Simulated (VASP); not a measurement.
# SiC (Imm2) in VASP: further runs

One crystal, SiC, is run at these levels: PBE; tasks: single point, relaxation of the atoms.

Everything below comes from runs of VASP 6.6.1. Logs are shortened: lines on timing, memory, paths and dates and some standing lists are left out, and cuts for length are marked.

**1. The cell of the first run**

The structure is orthorhombic, space group Imm2 (No. 44). Conventional cell: a = 3.066 Å, b = 3.107 Å, c = 4.336 Å, α = 90.00°, β = 90.00°, γ = 90.00°. Si (site symmetry mm2) has 4 C at 1.88 to 1.89 Å as nearest neighbours. Around C (site symmetry mm2) lie 4 Si at 1.88 to 1.89 Å.

The cell was built by a generator and isn't the measured one.

**2. Single point, PBE (strained cell)**

Input file INCAR:

```
PREC = Accurate
ENCUT = 520
EDIFF = 1E-7
ISMEAR = 0
SIGMA = 0.02
LREAL = False
LASPH = True
NELM = 100
ALGO = Normal
ISIF = 2
LWAVE = False
LCHARG = False
GGA = PE
NBANDS = 11
```

Input file KPOINTS:

```
regular mesh
0
Gamma
  10 10 10
```

Input file POSCAR:

```
SiC
1.0
    0.0143390800      2.1822991806      2.1679601006
    2.1822991806      0.0143390800      2.1679601006
    2.1966382606      2.1966382606      0.0000000000
Si C
1 1
Direct
    0.0006701770      0.0006701770     -0.0006701770
    0.2493298230      0.2493298230      0.2506701770
```

Potentials or basis: VASP PAW PBE potentials, release 64 (Si, C).

Launch:

```bash
> cat potpaw_PBE.64/Si/POTCAR potpaw_PBE.64/C/POTCAR > POTCAR
> mpirun -np 1 vasp_std > vasp.out
```

OUTCAR:

```text
PREC = Accurate
   ENCUT = 520
   EDIFF = 1E-7
   ISMEAR = 0
   LREAL = False
   LASPH = True
   NELM = 100
   ISIF = 2
   GGA = PE

 ion  position               nearest neighbor table
   1  0.001  0.001  0.999-   2 1.88   2 1.88   2 1.89   2 1.89
   2  0.249  0.249  0.251-   1 1.88   1 1.88   1 1.89   1 1.89

  LATTYP: Found a body centered orthorhombic cell.
 ALAT       =     3.0659585770
 B/A-ratio  =     1.0132281770
 C/A-ratio  =     1.4142135624

  Lattice vectors:

 A1 = (   2.1822991806,   0.0143390800,  -2.1679601006)
 A2 = (  -2.1822991806,  -0.0143390800,  -2.1679601006)
 A3 = (   0.0143390800,   2.1822991806,   2.1679601006)

Analysis of symmetry for initial positions (statically):
=====================================================================
 Subroutine PRICEL returns:
 Original cell was already a primitive cell.

 Routine SETGRP: Setting up the symmetry group for a
 body centered orthorhombic supercell.

 Subroutine GETGRP returns: Found  4 space group operations
 (whereof  4 operations were pure point group operations)
 out of a pool of  8 trial point group operations.

The static configuration has the point symmetry C_2v.

Analysis of symmetry for dynamics (positions and initial velocities):
=====================================================================
 Subroutine PRICEL returns:
 Original cell was already a primitive cell.

 Routine SETGRP: Setting up the symmetry group for a
 body centered orthorhombic supercell.

 Subroutine GETGRP returns: Found  4 space group operations
 (whereof  4 operations were pure point group operations)
 out of a pool of  8 trial point group operations.

The dynamic configuration has the point symmetry C_2v.

 Subroutine INISYM returns: Found  4 space group operations
 (whereof  4 operations are pure point group operations),
 and found     1 'primitive' translations

----------------------------------------------------------------------------------------

                                     Primitive cell

  volume of cell :      20.6486

  direct lattice vectors                    reciprocal lattice vectors
     0.014339080  2.182299181  2.167960101    -0.230631551  0.230631551  0.230631551
     2.182299181  0.014339080  2.167960101     0.230631551 -0.230631551  0.230631551
     2.196638261  2.196638261  0.000000000     0.227620546  0.227620546 -0.230631551

  length of vectors
[... 88 lines left out ...]
   ISIF   =      2    stress and relaxation
   ISYM   =      2    0-nonsym 1-usesym 2-fastsym
   POTIM  = 0.5000    time-step for ionic-motion
   TEBEG  =    0.0;   TEEND  =   0.0 temperature during run
   PSTRESS=    0.0 pullay stress
   NELECT =       8.0000    total number of electrons
   NUPDOWN=      -1.0000    fix difference up-down
   EMIN   =  10.00;   EMAX   =-10.00  energy-range for DOS
   EFERMI =   0.00;   METHOD = LEGACY
   ISMEAR =     0;   SIGMA  =   0.02  broadening in eV -4-tet -1-fermi 0-gaus
   EFERMI_NEDOS =   21; number of points for ismear=-14 and -15
   IALGO  =     38    algorithm
   IMIX   =      4    mixing-type and parameters
     AMIX     =   0.40;   BMIX     =  1.00
     AMIX_MAG =   1.60;   BMIX_MAG =  1.00
  volume/ion in A,a.u.               =      10.32        69.67
  Fermi-wavevector in a.u.,A,eV,Ry     =   1.193460  2.255312 19.379407  1.424346
  Thomas-Fermi vector in A             =   2.329474
   LORBIT       =      0    0 simple, 1 ext, 2 COOP (PROOUT), +10 PAW based schemes
   GGA     = PE    functional components
   LHFCALC =     F    Hartree Fock is set to
   AEXX    =    0.0000 exact exchange contribution
   IVDW    =     0    specifies the selected vdW correction
   LEPSILON=     F    determine dielectric tensor
   LRPA    =     F    only Hartree local field effects (RPA)
 non-spin polarized calculation
 Gauss-broadening in eV      SIGMA  =   0.02
  energy-cutoff  :      520.00
  volume of cell :       20.65
 maximum number of plane-waves:       568
   NGX = 11   NGY = 11   NGZ = 11

 number of electron       8.0000001 magnetization

 Free energy of the ion-electron system (eV)
  ---------------------------------------------------
  ext. energy  EPLUGINS =         0.00000000
  ---------------------------------------------------
  free energy    TOTEN  =       -15.05356438 eV

  energy without entropy =      -15.05356438  energy(sigma->0) =      -15.05356438

 E-fermi :   8.3010     XC(G=0): -11.3655

 val. band max:        8.1813863652   @ k =   0.0000   0.0000   0.0000
 cond. band min:       9.4372693940   @ k =   0.5000   0.5000   0.0000
 fundamental gap:      1.2558830288
 Fermi energy:         8.3010300182

 k-point     1 :       0.0000    0.0000    0.0000
  band No.  band energies     occupation
      1      -7.2892      2.00000
      2       8.0527      2.00000
      3       8.1590      2.00000
      4       8.1814      2.00000
      5      14.3495      0.00000
      6      15.3210      0.00000
      7      15.4818      0.00000
      8      15.5983      0.00000
      9      22.5523      0.00000
     10      22.7457      0.00000
     11      24.6440      0.00000
[... 309 lines left out ...]
 k-point    24 :       0.4000    0.3000    0.0000
  band No.  band energies     occupation
      1      -4.1173      2.00000
      2       2.6024      2.00000
      3       5.0312      2.00000
      4       5.3525      2.00000
      5      10.9320      0.00000
      6      13.7611      0.00000
      7      19.7983      0.00000
      8      20.0403      0.00000
      9      21.9639      0.00000
     10      26.1749      0.00000
     11      29.4760      0.00000

 [... further k-points ...]

------------------------ aborting loop because EDIFF is reached ----------------------------------------

  FORCE on cell =-STRESS in cart. coord.  units (eV):
  Direction    XX          YY          ZZ          XY          YZ          ZX
  --------------------------------------------------------------------------------------
  -------------------------------------------------------------------------------------
  Total        0.4062044      0.4062044      0.6166251     -0.4161223      0.0000000      0.0000000
  in kB       31.5183936     31.5183936     47.8454558    -32.2879508      0.0000000      0.0000000
  external PRESSURE =      36.9607477 kB  Pullay stress =       0.0000000 kB

 VOLUME and BASIS-vectors are now :
 -----------------------------------------------------------------------------
  energy-cutoff  :      520.00
  volume of cell :       20.65
      direct lattice vectors                 reciprocal lattice vectors
     0.014339080  2.182299181  2.167960101    -0.230631551  0.230631551  0.230631551
     2.182299181  0.014339080  2.167960101     0.230631551 -0.230631551  0.230631551
     2.196638261  2.196638261  0.000000000     0.227620546  0.227620546 -0.230631551

 POSITION                                       TOTAL-FORCE (eV/Angst)
 -----------------------------------------------------------------------------------
      2.19664      2.19664      0.00291         0.000000      0.000000     -0.000697
      1.09832      1.09832      1.08107        -0.000000     -0.000000      0.000697
 -----------------------------------------------------------------------------------
    total drift:                                0.000000      0.000000     -0.000001

  FREE ENERGIE OF THE ION-ELECTRON SYSTEM (eV)
  ---------------------------------------------------
  free  energy   TOTEN  =       -15.0535643786 eV

  energy  without entropy=      -15.0535643786  energy(sigma->0) =      -15.05356438
```

stdout:

```text
POSCAR found type information on POSCAR SiC
 POSCAR found :  2 types and       2 ions
 scaLAPACK will be used
 LDA part: xc-table for (Slater+PW92), standard interpolation
 POSCAR, INCAR and KPOINTS ok, starting setup
 FFT: planning ... GRIDC
 FFT: planning ... GRID_SOFT
 FFT: planning ... GRID
 WAVECAR not read
 entering main loop
```

It took 19 s on 1 thread of Intel Xeon Platinum 8488C (Sapphire Rapids), shared host; peak memory 0.16 GiB.

Results:

```
Free energy            : -15.0536 eV
Pressure               : 3.7 GPa
Band gap on the k mesh : 1.26 eV, indirect (least direct gap 4.43 eV)
```

Stress tensor (GPa, compression positive):
```
 3.15 -3.23  0.00
-3.23  3.15  0.00
 0.00  0.00  4.78
```

Levels at points of the mesh, in eV from the valence-band top:
```csv
k point,band 1,band 2,band 3,band 4,band 5,band 6,band 7,band 8,band 9
"(0.00, 0.00, 0.00)",-15.47,-0.13,-0.02,0.00,6.17,7.14,7.30,7.42,14.37
"(0.50, 0.00, 0.00)",-11.85,-8.57,-1.21,-1.08,5.30,7.03,7.23,9.99,16.19
"(0.50, 0.50, 0.00)",-10.41,-7.80,-3.40,-3.17,1.26,4.21,13.97,14.01,14.83
"(0.00, 0.00, 0.50)",-11.94,-8.62,-1.08,-1.04,5.50,7.24,7.25,10.04,16.12
"(0.50, 0.00, 0.50)",-10.46,-7.88,-3.22,-3.21,1.32,4.32,13.88,14.12,14.76
```

A k mesh can miss the band edges.

**3. Relaxation of the atoms, PBE (strained cell)**

Input file INCAR:

```
SYSTEM = SiC
  ALGO = Fast
  EDIFF = 1E-7
  EDIFFG = -0.002
  ENCUT = 520
  GGA = PE
  IBRION = 2
  ISIF = 2
  ISMEAR = 0
  LASPH = .TRUE.
  LCHARG = .FALSE.
  LREAL = .FALSE.
  LWAVE = .FALSE.
  NELM = 100
  NSW = 60
  PREC = Accurate
  SIGMA = 0.02
```

Input file KPOINTS:

```
k-points
0
G
  10 10 10
  0 0 0
```

POSCAR is that of step 2.

Potentials or basis: VASP PAW PBE potentials, release 64 (Si, C).

Launch:

```bash
> cat potpaw_PBE.64/Si/POTCAR potpaw_PBE.64/C/POTCAR > POTCAR
> mpirun -np 1 vasp_std > vasp.out
```

Wall time 17 s (1 thread of Intel Xeon Platinum 8488C (Sapphire Rapids), shared host); peak memory 0.15 GiB.

It converged, with:

| Quantity | Value |
| --- | --- |
| Free energy | -15.0536 eV |
| Pressure after relaxing | 3.7 GPa |
| Band gap on the k mesh | 1.26 eV, indirect (least direct gap 4.43 eV) |

Stress tensor (GPa, compression positive):
```
 3.15 -3.23  0.00
-3.23  3.15  0.00
 0.00  0.00  4.79
```

Final structure:
```
Si C
1.0
     0.01434    2.18230    2.16796
     2.18230    0.01434    2.16796
     2.19664    2.19664    0.00000
Si C
1 1
Direct
  0.00067 0.00067 0.99933
  0.24933 0.24933 0.25067
```

Levels at points of the mesh, in eV from the valence-band top:
| k point | band 1 | band 2 | band 3 | band 4 | band 5 | band 6 | band 7 | band 8 |
| --- | --- | --- | --- | --- | --- | --- | --- | --- |
| (0.00, 0.00, 0.00) | -15.47 | -0.13 | -0.02 | 0.00 | 6.17 | 7.14 | 7.30 | 7.42 |
| (0.50, 0.00, 0.00) | -11.85 | -8.57 | -1.21 | -1.08 | 5.30 | 7.03 | 7.23 | 9.99 |
| (0.50, 0.50, 0.00) | -10.41 | -7.80 | -3.40 | -3.17 | 1.26 | 4.21 | 14.01 | 14.77 |
| (0.00, 0.00, 0.50) | -11.94 | -8.62 | -1.08 | -1.04 | 5.50 | 7.24 | 7.25 | 10.04 |
| (0.50, 0.00, 0.50) | -10.46 | -7.88 | -3.22 | -3.21 | 1.32 | 4.32 | 13.88 | 14.75 |

Caveat: the relaxation stopped at its first step, so nothing moved. A k mesh can miss the band edges.

**4. Single point, PBE (strained cell)**

Input file INCAR:

```
SYSTEM = SiC
ALGO = Normal ; EDIFF = 1E-6
ENCUT = 520 ; GGA = PE
ISIF = 2 ; ISMEAR = 0
LASPH = .TRUE. ; LCHARG = .FALSE.
LREAL = .FALSE. ; LWAVE = .FALSE.
NBANDS = 11 ; NELM = 100
PREC = Accurate ; SIGMA = 0.02
```

KPOINTS is that of step 3.

Input file POSCAR:

```
SiC
1.0
    0.0143974215      2.1823575220      2.1679601006
    2.1823575220      0.0143974215      2.1679601006
    2.1967549435      2.1967549435      0.0000000000
Si C
1 1
Direct
    0.0006701770      0.0006701770     -0.0006701770
    0.2493298230      0.2493298230      0.2506701770
```

Potentials or basis: VASP PAW PBE potentials, release 64 (Si, C).

Launch:

```bash
> cat potpaw_PBE.64/Si/POTCAR potpaw_PBE.64/C/POTCAR > POTCAR
> mpirun -np 1 vasp_std > vasp.out
```

OUTCAR:

```text
SYSTEM = SiC
   EDIFF = 1E-6
   ENCUT = 520
   GGA = PE
   ISIF = 2
   ISMEAR = 0
   LASPH = .TRUE.
   LREAL = .FALSE.
   NELM = 100
   PREC = Accurate

 ion  position               nearest neighbor table
   1  0.001  0.001  0.999-   2 1.88   2 1.88   2 1.89   2 1.89
   2  0.249  0.249  0.251-   1 1.88   1 1.88   1 1.89   1 1.89

  LATTYP: Found a body centered orthorhombic cell.
 ALAT       =     3.0659585768
 B/A-ratio  =     1.0132819986
 C/A-ratio  =     1.4142135624

  Lattice vectors:

 A1 = (   2.1823575220,   0.0143974215,  -2.1679601006)
 A2 = (  -2.1823575220,  -0.0143974215,  -2.1679601006)
 A3 = (   0.0143974215,   2.1823575220,   2.1679601006)

Analysis of symmetry for initial positions (statically):
=====================================================================
 Subroutine PRICEL returns:
 Original cell was already a primitive cell.

 Routine SETGRP: Setting up the symmetry group for a
 body centered orthorhombic supercell.

 Subroutine GETGRP returns: Found  4 space group operations
 (whereof  4 operations were pure point group operations)
 out of a pool of  8 trial point group operations.

The static configuration has the point symmetry C_2v.

[... 173 lines left out ...]
      4       8.1809      2.00000
      5      14.3479      0.00000
      6      15.3194      0.00000
      7      15.4811      0.00000
      8      15.5979      0.00000
      9      22.5511      0.00000
     10      22.7452      0.00000
     11      24.6421      0.00000
[... 309 lines left out ...]
 k-point    24 :       0.4000    0.3000    0.0000
  band No.  band energies     occupation
      1      -4.1176      2.00000
      2       2.6020      2.00000
      3       5.0309      2.00000
      4       5.3515      2.00000
      5      10.9310      0.00000
      6      13.7601      0.00000
      7      19.7971      0.00000
      8      20.0390      0.00000
      9      21.9628      0.00000
     10      26.1736      0.00000
     11      29.4747      0.00000

 [... further k-points ...]

------------------------ aborting loop because EDIFF is reached ----------------------------------------

  FORCE on cell =-STRESS in cart. coord.  units (eV):
  Direction    XX          YY          ZZ          XY          YZ          ZX
  --------------------------------------------------------------------------------------
  -------------------------------------------------------------------------------------
  Total        0.4048025      0.4048025      0.6160492     -0.4179701      0.0000000      0.0000000
  in kB       31.4079479     31.4079479     47.7982301    -32.4296015      0.0000000      0.0000000
  external PRESSURE =      36.8713753 kB  Pullay stress =       0.0000000 kB

 VOLUME and BASIS-vectors are now :
 -----------------------------------------------------------------------------
  energy-cutoff  :      520.00
  volume of cell :       20.65
      direct lattice vectors                 reciprocal lattice vectors
     0.014397422  2.182357522  2.167960101    -0.230631551  0.230631551  0.230631551
     2.182357522  0.014397422  2.167960101     0.230631551 -0.230631551  0.230631551
     2.196754943  2.196754943  0.000000000     0.227608456  0.227608456 -0.230631551

 POSITION                                       TOTAL-FORCE (eV/Angst)
 -----------------------------------------------------------------------------------
      2.19675      2.19675      0.00291        -0.000000     -0.000000     -0.000232
      1.09838      1.09838      1.08107         0.000000      0.000000      0.000232
 -----------------------------------------------------------------------------------
    total drift:                                0.000000      0.000000     -0.000018

  FREE ENERGIE OF THE ION-ELECTRON SYSTEM (eV)
  ---------------------------------------------------
  free  energy   TOTEN  =       -15.0535640117 eV

  energy  without entropy=      -15.0535640117  energy(sigma->0) =      -15.05356401
```

OSZICAR:

```text
N       E                     dE             d eps       ncg     rms          rms(c)
DAV:   1     0.274705978203E+01    0.27471E+01   -0.39216E+03  3938   0.610E+02
DAV:   2    -0.163530907603E+02   -0.19100E+02   -0.18226E+02  4721   0.107E+02
DAV:   3    -0.169126297611E+02   -0.55954E+00   -0.55856E+00  4636   0.153E+01
DAV:   4    -0.169147486923E+02   -0.21189E-02   -0.21188E-02  4312   0.119E+00
DAV:   5    -0.169147581493E+02   -0.94570E-05   -0.94569E-05  4675   0.746E-02    0.883E+00
DAV:   6    -0.151112115726E+02    0.18035E+01   -0.64961E+00  4248   0.114E+01    0.392E+00
DAV:   7    -0.150611099418E+02    0.50102E-01   -0.38885E-01  4506   0.356E+00    0.179E+00
DAV:   8    -0.150533515615E+02    0.77584E-02   -0.20477E-02  4290   0.951E-01    0.173E-01
DAV:   9    -0.150534509707E+02   -0.99409E-04   -0.16662E-03  4714   0.233E-01    0.113E-01
DAV:  10    -0.150535611771E+02   -0.11021E-03   -0.24010E-04  4263   0.942E-02    0.267E-02
DAV:  11    -0.150535636758E+02   -0.24987E-05   -0.42180E-05  4530   0.339E-02    0.705E-03
DAV:  12    -0.150535640117E+02   -0.33587E-06   -0.18288E-06  3399   0.826E-03
   1 F= -.15053564E+02 E0= -.15053564E+02  d E =-.563566E-21
```

stdout:

```text
POSCAR found type information on POSCAR SiC
 POSCAR found :  2 types and       2 ions
 scaLAPACK will be used
 LDA part: xc-table for (Slater+PW92), standard interpolation
 POSCAR, INCAR and KPOINTS ok, starting setup
 FFT: planning ... GRIDC
 FFT: planning ... GRID_SOFT
 FFT: planning ... GRID
 WAVECAR not read
 entering main loop
```

It took 18 s on 1 thread of Intel Xeon Platinum 8488C (Sapphire Rapids), shared host; peak memory 0.15 GiB.

What came out:

| Property | Result |
| --- | --- |
| Free energy | -15.0536 eV |
| Pressure | 3.7 GPa |
| Band gap on the k mesh | 1.26 eV, indirect (least direct gap 4.42 eV) |

Levels at points of the mesh, in eV from the valence-band top:
| k point | band 2 | band 3 | band 4 | band 5 | band 6 | band 7 |
| --- | --- | --- | --- | --- | --- | --- |
| (0.00, 0.00, 0.00) | -0.13 | -0.02 | 0.00 | 6.17 | 7.14 | 7.30 |
| (0.50, 0.00, 0.00) | -8.57 | -1.21 | -1.08 | 5.30 | 7.03 | 7.23 |
| (0.50, 0.50, 0.00) | -7.80 | -3.40 | -3.17 | 1.26 | 4.21 | 13.97 |
| (0.00, 0.00, 0.50) | -8.62 | -1.08 | -1.04 | 5.50 | 7.24 | 7.25 |
| (0.50, 0.00, 0.50) | -7.88 | -3.22 | -3.21 | 1.32 | 4.32 | 13.88 |

**5. Relaxation of the atoms, PBE (strained cell)**

Input file INCAR:

```
  ALGO = Normal
  EDIFF = 1E-6
  EDIFFG = -0.002
  ENCUT = 520
  GGA = PE
  IBRION = 2
  ISIF = 2
  ISMEAR = 0
  LASPH = True
  LCHARG = False
  LREAL = False
  LWAVE = False
  NELM = 100
  NSW = 60
  PREC = Accurate
  SIGMA = 0.02
```

Input file KPOINTS:

```
k-points
0
Gamma
  10 10 10
```

Input file POSCAR:

```
SiC
1.0
    0.0143974215      2.1823575220      2.1679601006
    2.1823575220      0.0143974215      2.1679601006
    2.1967549435      2.1967549435      0.0000000000
Si C
1 1
Direct
    0.0003342161      0.0003342161     -0.0003342161
    0.2496657839      0.2496657839      0.2503342161
```

Launch:

```bash
> cat potpaw_PBE.64/Si/POTCAR potpaw_PBE.64/C/POTCAR > POTCAR
> mpirun -np 1 vasp_std > vasp.out
```

Wall time 22 s (1 thread of Intel Xeon Platinum 8488C (Sapphire Rapids), shared host); peak memory 0.14 GiB.

The run converged. Its results:

- Free energy: -15.0536 eV
- Energy gained by relaxing: 0.0 meV/atom
- Ionic steps: 3
- Pressure after relaxing: 3.7 GPa
- Band gap on the k mesh: 1.26 eV, indirect (least direct gap 4.42 eV)

Stress tensor (GPa, compression positive):
```
 3.14 -3.24  0.00
-3.24  3.14  0.00
 0.00  0.00  4.78
```

Final structure:
```
CELL_PARAMETERS angstrom
0.01440 2.18236 2.16796
2.18236 0.01440 2.16796
2.19675 2.19675 0.00000
ATOMIC_POSITIONS crystal
Si 0.00067 0.00067 0.99933
C 0.24933 0.24933 0.25067
```

Levels at points of the mesh, in eV from the valence-band top:
| k point | band 1 | band 2 | band 3 | band 4 | band 5 | band 6 | band 7 | band 8 |
| --- | --- | --- | --- | --- | --- | --- | --- | --- |
| (0.00, 0.00, 0.00) | -15.47 | -0.13 | -0.02 | 0.00 | 6.17 | 7.14 | 7.30 | 7.42 |
| (0.50, 0.00, 0.00) | -11.85 | -8.57 | -1.21 | -1.08 | 5.30 | 7.03 | 7.23 | 9.99 |
| (0.50, 0.50, 0.00) | -10.41 | -7.80 | -3.40 | -3.17 | 1.26 | 4.21 | 13.97 | 14.01 |
| (0.00, 0.00, 0.50) | -11.94 | -8.62 | -1.08 | -1.04 | 5.50 | 7.24 | 7.25 | 10.04 |
| (0.50, 0.00, 0.50) | -10.46 | -7.88 | -3.22 | -3.21 | 1.32 | 4.32 | 13.88 | 14.12 |

A k mesh can miss the band edges.
